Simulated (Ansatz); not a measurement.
# Al2O3: the cost of one run

Computed with Ansatz 0.2.0 (DFT PBE, scalar-relativistic, plane waves, PAW, unless a step's input says otherwise).

1 further run of the same task is left out (it didn't finish).

## Step 1: The system as given

The structure is tetragonal, space group I4_1/amd (No. 141). The conventional cell has a = 5.595 Å, b = 5.595 Å, c = 19.383 Å, α = 90.00°, β = 90.00°, γ = 90.00°. Al (site symmetry 2mm) has 3 O at 1.62 Å as nearest neighbours. Around O (site symmetry -4m2) lie 2 Al at 1.62 Å. O (site symmetry 2/m) has 2 Al at 1.62 Å as nearest neighbours.

As a file:

```
Al O
1.0
    -2.79769    2.79769    9.69147
     2.79769   -2.79769    9.69147
     2.79769    2.79769   -9.69147
Al O
4 6
Direct
  0.08333 0.08333 0.00000
  0.83333 0.33333 0.50000
  0.91667 0.91667 0.00000
  0.66667 0.16667 0.50000
  0.00000 0.00000 0.00000
  0.37500 0.12500 0.25000
  0.87500 0.12500 0.75000
  0.87500 0.12500 0.25000
  0.87500 0.62500 0.75000
  0.75000 0.25000 0.50000
```

Recipe of the guess: 3-connected net, bridging atoms on its edges (I4_1/amd, No. 141). The dimensions are guesses.

## Step 2: Probe: one point on a coarse mesh

File input.yaml:

```yaml
crystal:
  lattice:
    - [-2.79768532, 2.79768532, 9.69146595]
    - [2.79768532, -2.79768532, 9.69146595]
    - [2.79768532, 2.79768532, -9.69146595]
  atoms:
    - { symbol: Al, position: [0.08333334, 0.08333334, 0.0] }
    - { symbol: Al, position: [0.83333334, 0.33333334, 0.5] }
    - { symbol: Al, position: [0.91666666, 0.91666666, 0.0] }
    - { symbol: Al, position: [0.66666666, 0.16666666, 0.5] }
    - { symbol: O, position: [0.0, 0.0, 0.0] }
    - { symbol: O, position: [0.375, 0.125, 0.25] }
    - { symbol: O, position: [0.875, 0.125, 0.75] }
    - { symbol: O, position: [0.875, 0.125, 0.25] }
    - { symbol: O, position: [0.875, 0.625, 0.75] }
    - { symbol: O, position: [0.75, 0.25, 0.5] }
basis:
  ecutwfc: 420
kpoints:
  mp_grid: { grid: [4, 4, 4] }
hamiltonian:
  xc: pbe
scf:
  occupations: { method: gaussian, width: 0.1 }
  lower_state_search: "off"
output:
  forces: true
  stress: true
  eigenvalues: true
```

Run with:

```sh
> ansatz run input.yaml --threads 1 --pin off --max-ram 2560MiB --backend cpu --events-out ev --progress --plain --runs-dir out
```

What time and memory should one allow on 1 thread of Arm Neoverse V2, shared host?

About 6.9 s, with a peak of 0.47 GiB.
